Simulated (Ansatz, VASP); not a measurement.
# Cl: VASP beside Ansatz

The input INCAR:

```
SYSTEM = Cl
PREC = Accurate
ENCUT = 520
EDIFF = 1E-7
ISMEAR = 0
SIGMA = 0.1
LREAL = .FALSE.
LASPH = .TRUE.
NELM = 100
ALGO = Fast
ISIF = 2
LWAVE = .FALSE.
LCHARG = .FALSE.
GGA = PE
NBANDS = 10
```

KPOINTS

```
Automatic mesh
0
G
  10 10 10
  0 0 0
```

Contents of POSCAR:

```
Cl
1.0
   -1.2878014315      1.2878014315      3.6106151712
    1.2878014315     -1.2878014315      3.6106151712
    1.2878014315      1.2878014315     -3.6106151712
Cl
1
Direct
    0.0000000000      0.0000000000      0.0000000000
```

Input for Ansatz:

```yaml
crystal:
  lattice:
    - [-1.2878014315, 1.2878014315, 3.6106151712]
    - [1.2878014315, -1.2878014315, 3.6106151712]
    - [1.2878014315, 1.2878014315, -3.6106151712]
  atoms:
    - { symbol: Cl, position: [0.0, 0.0, 0.0] }
basis:
  ecutwfc: 420
kpoints:
  mp_grid: { grid: [10, 10, 10] }
hamiltonian:
  xc: pbe
scf:
  occupations: { method: gaussian, width: 0.1 }
output:
  forces: true
  stress: true
  eigenvalues: true
```

Alike in both runs: task single point; functional PBE; k mesh 10 × 10 × 10; occupations gaussian, width 0.1 eV; no spin polarisation.

|  | VASP | Ansatz |
| --- | --- | --- |
| version | VASP 6.6.1 | Ansatz 0.2.0 |
| potentials or method | VASP PAW PBE potentials, release 64 (Cl) | scalar-relativistic, plane waves, PAW |
| plane-wave cutoff (eV) | 520 | 420 |
| valence electrons in the cell | 7 | 7 |

```csv
,VASP,Ansatz,Ansatz less VASP
gap on the k mesh at the Fermi level (eV),none,none,-
pressure (GPa),2.3,2.4,+0.11
largest component of the traceless stress (GPa),1.35,1.40,+0.047
```

A gap of «none» marks a metal or a gap that the smearing closes.

Caveats: an odd number of electrons without spin polarisation forces a metal; a magnetic or distorted state may lie lower.
